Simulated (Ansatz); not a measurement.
Space group P6_3/mmc (No. 194). a = 3.535 Å, b = 3.535 Å, c = 5.473 Å, α = 90.00°, β = 90.00°, γ = 120.00°
```
atom site symmetry x y z
  Tl    2c      -6m2  0.3333  0.6667  0.2500
```

Equation of state of this Tl structure (not necessarily the ground state), with shape and atoms relaxed at each volume where symmetry leaves them free. It has no gap at any of these volumes. Theory: DFT PBE+D3(BJ), scalar-relativistic, plane waves, PAW in Ansatz 0.2.0.

Settings: cutoff 420 eV, Γ-centred mesh 15×15×8 on the computed 2-atom cell, Gaussian smearing of 0.10 eV; no spin polarisation.

| V (Å³/atom) | E − E(largest V) (meV/atom) | P (GPa) |
| --- | --- | --- |
| 26.056 | 31.68 | 5.77 |
| 26.944 | 5.08 | 3.88 |
| 27.833 | -12.10 | 2.33 |
| 28.721 | -21.55 | 1.08 |
| 29.609 | -24.45 | 0.01 |
| 30.498 | -21.93 | -0.88 |
| 31.386 | -14.93 | -1.61 |
| 32.570 | 0.00 | -2.39 |

Fit a third-order Birch–Murnaghan equation to E(V).

V0 = 29.62 Å³/atom, B0 = 32 GPa, B0' = 5.2.

Spin-orbit coupling is left out, which matters for the bands of heavy elements.